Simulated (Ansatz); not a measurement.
A distorted cell of BaSnO3 (cubic perovskite):

```
CELL_PARAMETERS angstrom
      4.17608     0.00000     0.00000
      0.00000     4.17608     0.00000
      0.00000     0.00000     4.17608
ATOMIC_POSITIONS crystal
  Ba 0.00000 0.00000 0.00000
  Sn 0.50000 0.50000 0.37931
  O  0.00000 0.50000 0.50000
  O  0.50000 0.50000 0.00000
  O  0.50000 0.00000 0.50000
```

All values below come from PBE (plane waves to 420 eV, PAW, scalar-relativistic; Ansatz, a quantum-chemistry and plane-wave program). k mesh 7×7×7 (Γ-centred), Fermi-Dirac smearing 0.05 eV. E stands for the smeared free energy. Stress and pressure are positive under compression. BaSnO3 was relaxed with its symmetry unable to fall.

What forces act on the atoms (eV/Å, Cartesian)?


```
atom     Fx     Fy       Fz
----  -----  -----  -------
Ba1   0.000  0.000   -1.476
Sn2   0.000  0.000   23.268
O3    0.000  0.000   -0.467
O4    0.000  0.000  -20.857
O5    0.000  0.000   -0.467
```

Give the stress tensor in GPa and the pressure.


```
    0.7      0.0      0.0
    0.0      0.7      0.0
    0.0      0.0     70.8
```
The pressure, a third of the trace, is 24.1 GPa.

In it atom 2 sits (0.000, 0.000, -0.504) Å away from its relaxed site. What is its energy relative to the relaxed cell?

3763 meV/cell.

(For displaced atoms, the force is minus the slope of the energy, and its curvature is a force constant, which sets phonon frequencies.)
